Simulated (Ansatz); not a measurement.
A plane-wave run on Br

input.yaml (Ansatz 0.2.0)

```yaml
crystal:
  lattice:
    - [0.0, 2.513124, 2.513124]
    - [2.513124, 0.0, 2.513124]
    - [2.513124, 2.513124, 0.0]
  atoms:
    - { symbol: Br, position: [0.0, 0.0, 0.0] }
  symmetry: { tolerance: 0.0003 }
kpoints:
  mp_grid: { grid: [12, 12, 12], shift: [0, 0, 0] }
  band_path:
    path:
      - [0.0, 0.0, 0.0]
      - [0.5, 0.0, 0.5]
      - [0.625, 0.25, 0.625]
      - [0.375, 0.375, 0.75]
      - [0.0, 0.0, 0.0]
      - [0.5, 0.5, 0.5]
      - [0.5, 0.25, 0.75]
      - [0.5, 0.0, 0.5]
    npoints: 8
magnetization:
  spin_polarized: false
scf:
  occupations: { method: cold, width: 0.255 }
  lower_state_search: "off"
  max_iter: 200
hamiltonian:
  pseudopotentials: { kind: paw }
  xc: pbe
basis:
  ecutwfc: 420
  fft_grid_basis: typed
output:
  forces: true
  stress: true
  eigenvalues: true
  bader: true
  populations: true
  elf: true
  write_potential: true
  volumetric_format: npy
  dos:
    e_range: [-12, 8]
    de: 0.05
    projected: { site_lists: { Br: [Br] } }
checkpoint:
  read: saved_state
```

The saved state is an earlier solution for the same cell, perhaps on another mesh. 

Excerpt of what it printed:

```
Free energy (F): -2782.4515 eV
Harris-Foulkes:  -2782.4515 eV  (|F-HF|=2.34e-7)
Internal energy: -2782.4511 eV  (E = F + TS)
E sigma→0 (E₀):  -2782.4514 eV
Entropy (-TS):   -0.0004 eV (-0.372 meV/atom)
Fermi energy:    1.7768 eV
--- Per-component energies (eV) ---
  E_band       = -21.3818
  E_kinetic    = 129.9377
  E_local      = -194.4228  (includes V_loc(G=0)·N_el)
  E_nonlocal   = 69.7916
  E_hartree    = 42.5271
  E_xc         = -261.5350
  E_vxc        = -99.7917  (∫ρ·V_xc dr)
  E_paw        = -2246.9391  (= ΣΔE_a)
  E_vpaw       = -11.9495  (= ΣTr[D̂ρ^β])
  E_aug_tail   = 0.0000  (compensation charges beyond the density's cutoff)
  E_ewald      = -321.8105
  E_smearing   = -0.0004  (= −TS)
--- Stress (GPa, compression-positive) ---
       -3.1549       0.0000       0.0000
        0.0000      -3.1549       0.0000
        0.0000       0.0000      -3.1549
  P = ⅓ Tr σ = -3.1549 GPa (-31.549 kbar)
```

Origin: a known structure type with other elements, at an estimated volume, so it need not be a known compound. Caveats: many states at the Fermi level without spin polarisation, so a magnetic state may lie lower; wide smearing.
